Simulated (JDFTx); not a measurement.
# HfN (Fm-3m) in JDFTx: reference runs

How does HfN come out in PBEsol? The cell is run as given and disturbed.

All numbers are computed with JDFTx 1.7.0 (patched build); they aren't measurements. Logs are shortened: lines on timing, memory, paths and dates and some standing lists are left out, and cuts for length are marked. The log counts tension as positive stress, the text compression.

### Step 1. The crystal as given

It takes space group Fm-3m (No. 225, cubic). Conventional cell: a = 4.512 Å, b = 4.512 Å, c = 4.512 Å, α = 90.00°, β = 90.00°, γ = 90.00°. Hf (site symmetry m-3m) is surrounded by 6 N at 2.26 Å. N (site symmetry m-3m) is surrounded by 6 Hf at 2.26 Å.

### Step 2. Single point, PBEsol

Input file HfN.in:

```
lattice \
    0.0000000000     4.2632221372     4.2632221372 \
    4.2632221372     0.0000000000     4.2632221372 \
    4.2632221372     4.2632221372     0.0000000000
coords-type Lattice
ion Hf     0.0000000000     0.0000000000     0.0000000000 1
ion N      0.5000000000     0.5000000000     0.5000000000 1

ion-species pseudo/Hf.upf
ion-species pseudo/N.upf
elec-cutoff 42 336
elec-ex-corr gga-PBEsol
kpoint-folding 10 10 10
elec-smearing Fermi 0.0018374661
elec-n-bands 14
electronic-SCF nIterations 100 energyDiffThreshold 1e-09
electronic-minimize nIterations 30 energyDiffThreshold 1e-7
converge-empty-states yes
forces-output-coords Cartesian

dump-name run.$VAR
dump End Ecomponents EigStats BandEigs Kpoints Forces Stress
```

Potentials or basis: PseudoDojo-SR-PBEsol-0.4.1-standard with smoothed tails.

The run is started by

```sh
jdftx -c 1 -i HfN.in -o HfN.out
```

What it wrote:

```text
*************** JDFTx 1.7.0 (patched build) ***************

Input parsed successfully to the following command list (including defaults):
[... the input with its defaults ...]

---------- Setting up symmetries ----------

Found 48 point-group symmetries of the bravais lattice
Found 48 space-group symmetries with basis
Applied RMS atom displacement 0 bohrs to make symmetries exact.

---------- Initializing the Grid ----------
R =
[            0      4.26322      4.26322  ]
[      4.26322            0      4.26322  ]
[      4.26322      4.26322            0  ]
unit cell volume = 154.969
G =
[  -0.736906   0.736906   0.736906  ]
[   0.736906  -0.736906   0.736906  ]
[   0.736906   0.736906  -0.736906  ]
Minimum fftbox size, Smin = [  52  52  52  ]
Chosen fftbox size, S = [  54  54  54  ]

---------- Initializing tighter grid for wavefunction operations ----------
R =
[            0      4.26322      4.26322  ]
[      4.26322            0      4.26322  ]
[      4.26322      4.26322            0  ]
unit cell volume = 154.969
G =
[  -0.736906   0.736906   0.736906  ]
[   0.736906  -0.736906   0.736906  ]
[   0.736906   0.736906  -0.736906  ]
Minimum fftbox size, Smin = [  36  36  36  ]
Chosen fftbox size, S = [  36  36  36  ]

---------- Exchange Correlation functional ----------
Initalized PBEsol GGA exchange.
Initalized PBEsol GGA correlation.

---------- Setting up pseudopotentials ----------
Width of ionic core gaussian charges (only for fluid interactions / plotting) set to 0

Reading pseudopotential file 'pseudo/Hf.upf':
  'Hf' pseudopotential, 'PBESOL' functional
  Generated using ONCVPSP code by D. R. Hamann
  12 valence electrons, 4 orbitals, 8 projectors, 1001 radial grid points, with lMax = 3
    5S    l: 0   occupation:  2.0   eigenvalue: -2.463722
    5P    l: 1   occupation:  6.0   eigenvalue: -1.307898
    5D    l: 2   occupation:  2.0   eigenvalue: -0.099752
    6S    l: 0   occupation:  2.0   eigenvalue: -0.188562
  Core radius for overlap checks: 2.38 bohrs.

Reading pseudopotential file 'pseudo/N.upf':
  'N' pseudopotential, 'PBESOL' functional
  Generated using ONCVPSP code by D. R. Hamann
  5 valence electrons, 2 orbitals, 4 projectors, 1001 radial grid points, with lMax = 1
    2S    l: 0   occupation:  2.0   eigenvalue: -0.678237
    2P    l: 1   occupation:  3.0   eigenvalue: -0.258576
  Core radius for overlap checks: 1.31 bohrs.

Initialized 2 species with 2 total atoms.

Folded 1 k-points by 10x10x10 to 1000 k-points.

---------- Setting up k-points, bands, fillings ----------
Reduced to 47 k-points under symmetry.
Computing the number of bands and number of electrons
Calculating initial fillings.
nElectrons:  17.000000   nBands: 14   nStates: 47

----- Setting up reduced wavefunction bases (one per k-point) -----
average nbasis = 2014.841 , ideal nbasis = 2014.707

---------- Setting up ewald sum ----------
Optimum gaussian width for ewald sums = 1.936282 bohr.
Real space sum over 1331 unit cells with max indices [  5  5  5  ]
Reciprocal space sum over 2197 terms with max indices [  6  6  6  ]

---------- Allocating electronic variables ----------
Initializing wave functions:  linear combination of atomic orbitals
Hf pseudo-atom occupations:   s ( 2 2 )  p ( 6 )  d ( 2 )
N pseudo-atom occupations:   s ( 2 )  p ( 3 )
	FillingsUpdate:  mu: +0.735384012  nElectrons: 17.000000
LCAOMinimize: Iter:   0  F: -60.0169610938931726  |grad|_K:  8.907e-03  alpha:  1.000e+00
	FillingsUpdate:  mu: +0.714631432  nElectrons: 17.000000
LCAOMinimize: Iter:   1  F: -60.1583836758326598  |grad|_K:  3.260e-03  alpha:  2.263e-01  linmin: -3.706e-01  cgtest:  8.822e-01
LCAOMinimize: Encountered beta<0, resetting CG.
[... 9 lines of inner loops ...]
LCAOMinimize: Encountered beta<0, resetting CG.
	FillingsUpdate:  mu: +0.710408176  nElectrons: 17.000000
LCAOMinimize: Iter:   6  F: -60.1757635599432561  |grad|_K:  7.600e-08  alpha:  3.308e-01  linmin: -3.695e-04  cgtest:  9.203e-04
LCAOMinimize: Converged (|Delta F|<1.000000e-06 for 2 iters).

-------- Electronic minimization -----------
Will mix electronic density at each iteration.
	FillingsUpdate:  mu: +0.710408176  nElectrons: 17.000000
	FillingsUpdate:  mu: +0.693064241  nElectrons: 17.000000
SCF: Cycle:  0   F: -60.220652323144542   dF: -4.489e-02   |Residual|: 7.901e-02   |deigs|: 1.726e-02
	FillingsUpdate:  mu: +0.689033075  nElectrons: 17.000000
SCF: Cycle:  1   F: -60.224479742436536   dF: -3.827e-03   |Residual|: 2.318e-02   |deigs|: 8.476e-03
	FillingsUpdate:  mu: +0.687878819  nElectrons: 17.000000
SCF: Cycle:  2   F: -60.224883317207876   dF: -4.036e-04   |Residual|: 1.318e-02   |deigs|: 4.221e-03
	FillingsUpdate:  mu: +0.686686352  nElectrons: 17.000000
SCF: Cycle:  3   F: -60.224926241103020   dF: -4.292e-05   |Residual|: 2.164e-03   |deigs|: 2.664e-03
	FillingsUpdate:  mu: +0.686907555  nElectrons: 17.000000
SCF: Cycle:  4   F: -60.224927268094660   dF: -1.027e-06   |Residual|: 1.006e-03   |deigs|: 5.678e-04
	FillingsUpdate:  mu: +0.686816968  nElectrons: 17.000000
SCF: Cycle:  5   F: -60.224927737813182   dF: -4.697e-07   |Residual|: 1.666e-04   |deigs|: 2.031e-04
	FillingsUpdate:  mu: +0.686820369  nElectrons: 17.000000
SCF: Cycle:  6   F: -60.224927756350830   dF: -1.854e-08   |Residual|: 1.022e-04   |deigs|: 4.351e-05
	FillingsUpdate:  mu: +0.686830310  nElectrons: 17.000000
SCF: Cycle:  7   F: -60.224927761884480   dF: -5.534e-09   |Residual|: 1.607e-05   |deigs|: 3.438e-05
	FillingsUpdate:  mu: +0.686830081  nElectrons: 17.000000
SCF: Cycle:  8   F: -60.224927762389989   dF: -5.055e-10   |Residual|: 7.444e-06   |deigs|: 2.685e-05
	FillingsUpdate:  mu: +0.686829635  nElectrons: 17.000000
SCF: Cycle:  9   F: -60.224927762529227   dF: -1.392e-10   |Residual|: 5.564e-06   |deigs|: 3.130e-05
SCF: Converged (|Delta E|<1.000000e-09 for 2 iters).

Setting wave functions to eigenvectors of Hamiltonian
Converging empty states (this may take a while): |deigs|: 6.495e-04

# Stress tensor in Cartesian coordinates [Eh/a0^3]:
[   9.4065e-05            0            0  ]
[            0   9.4065e-05            0  ]
[            0            0   9.4065e-05  ]

# Ionic positions in lattice coordinates:
ion Hf   0.000000000000000   0.000000000000000   0.000000000000000 1
ion N   0.500000000000000   0.500000000000000   0.500000000000000 1

# Forces in Cartesian coordinates:
force Hf   0.000000000000000   0.000000000000000   0.000000000000000 1
force N  -0.000000000000000  -0.000000000000000   0.000000000000000 1

# Energy components:
   Eewald =      -53.1059376899903981
       EH =        6.7550099358869113
     Eloc =      -26.5101901676696059
      Enl =        1.6260885045211289
      Exc =      -17.2809704910662205
 Exc_core =        6.6327207965017365
       KE =       21.6585868478970447
-------------------------------------
     Etot =      -60.2246922639194082
       TS =        0.0002354986098177
-------------------------------------
        F =      -60.2249277625292265

IonicMinimize: Iter:   0  F: -60.224927762529227  |grad|_K:       -nan
IonicMinimize: None of the convergence criteria satisfied after 0 iterations.

#--- Lowdin population analysis ---
# oxidation-state Hf +0.700
# oxidation-state N -0.648

Dumping 'run.eigStats' ...
	eMin: -1.616479 at state 0 ( [ +0.000000 +0.000000 +0.000000 ] spin 0 )
	HOMO: +0.685199 at state 25 ( [ +0.000000 +0.300000 -0.400000 ] spin 0 )
	mu  : +0.686830
	LUMO: +0.687420 at state 14 ( [ +0.000000 +0.100000 -0.100000 ] spin 0 )
	eMax: +1.070529 at state 45 ( [ +0.200000 +0.400000 -0.300000 ] spin 0 )
	HOMO-LUMO gap: +0.002221
	Optical gap  : +0.050750 at state 6 ( [ +0.000000 +0.100000 +0.100000 ] spin 0 )
Done!
```

Wall time 60 s (1 thread of AMD EPYC 7R43 (Zen 3), shared host); peak memory 0.12 GiB.

Results:

* Free energy: -1638.8038 eV
* Pressure: -2.8 GPa
* Band gap on the k mesh: none (metal or under the smearing width)
* Loewdin charges: Hf +0.70; N -0.65 e

Levels at points of the mesh, in eV from the Fermi level:
```
           k point  band 5  band 6  band 7  band 8  band 9  band 10  band 11  band 12
(0.00, 0.00, 0.00)  -17.50   -3.03   -3.03   -3.03   -0.41    -0.41    -0.41     1.78
(0.00, 0.00, 0.50)  -14.70   -8.98   -6.27   -6.27    3.25     3.69     3.69     4.40
(0.00, 0.50, 0.50)  -16.40   -5.46   -3.89   -3.71   -3.71     4.09     5.55     5.55
```

The run has no spin-orbit coupling, so splittings on Hf are missing.

### Step 3. Single point, PBEsol (atoms moved at random, drawn with an rms of 0.05 Å)

Changes to HfN.in since step 2:

```diff
@@ -5,4 +5,4 @@
 coords-type Lattice
-ion Hf     0.0000000000     0.0000000000     0.0000000000 1
-ion N      0.5000000000     0.5000000000     0.5000000000 1
+ion Hf     0.0255780000     0.0115180000    -0.0135500000 1
+ion N      0.4868130000     0.5028510000     0.5136500000 1
```

Potentials or basis: PseudoDojo-SR-PBEsol-0.4.1-standard with smoothed tails.

The run is started by

```sh
jdftx -c 1 -i HfN.in -o HfN.out
```

Wall time 11 min (1 thread of AMD EPYC 7R43 (Zen 3), shared host); peak memory 0.88 GiB.

Results (log left out):

| Property | Result |
| --- | --- |
| Free energy | -1638.7252 eV |
| Pressure | -0.9 GPa |
| Largest force | 1.350 eV/Å |
| Band gap on the k mesh | none (metal or under the smearing width) |
| Loewdin charges | Hf +0.70; N -0.64 e |

Forces on the atoms (eV/Å):
```
Hf   0.476 -0.298 -1.228
N   -0.476  0.298  1.228
```

Stress tensor (GPa, compression positive):
```
-2.00  0.09  0.47
 0.09 -2.37 -0.30
 0.47 -0.30  1.57
```

Levels at points of the mesh, in eV from the Fermi level:
| k point | band 4 | band 5 | band 6 | band 7 | band 8 | band 9 | band 10 | band 11 | band 12 |
| --- | --- | --- | --- | --- | --- | --- | --- | --- | --- |
| (0.00, 0.00, 0.00) | -31.06 | -17.51 | -3.28 | -3.25 | -3.22 | -0.40 | -0.20 | -0.12 | 1.73 |
| (0.00, 0.00, 0.50) | -31.15 | -14.74 | -8.98 | -6.28 | -6.24 | 3.15 | 3.58 | 3.70 | 4.44 |
| (0.00, 0.50, 0.00) | -31.15 | -14.72 | -8.99 | -6.26 | -6.21 | 3.20 | 3.49 | 3.67 | 4.40 |
| (0.00, 0.50, 0.50) | -31.38 | -16.40 | -5.47 | -4.62 | -3.76 | -2.96 | 4.15 | 5.49 | 5.53 |
| (0.50, 0.00, 0.00) | -31.15 | -14.75 | -8.97 | -6.30 | -6.29 | 3.15 | 3.64 | 3.73 | 4.51 |
| (0.50, 0.00, 0.50) | -31.38 | -16.40 | -5.48 | -4.65 | -3.77 | -2.92 | 4.15 | 5.48 | 5.53 |
| (0.50, 0.50, 0.00) | -31.38 | -16.40 | -5.44 | -4.19 | -3.74 | -3.43 | 4.11 | 5.48 | 5.53 |
| (0.50, 0.50, 0.50) | -31.15 | -14.73 | -8.98 | -6.27 | -6.23 | 3.17 | 3.54 | 3.69 | 4.42 |

The run has no spin-orbit coupling, so splittings on Hf are missing.
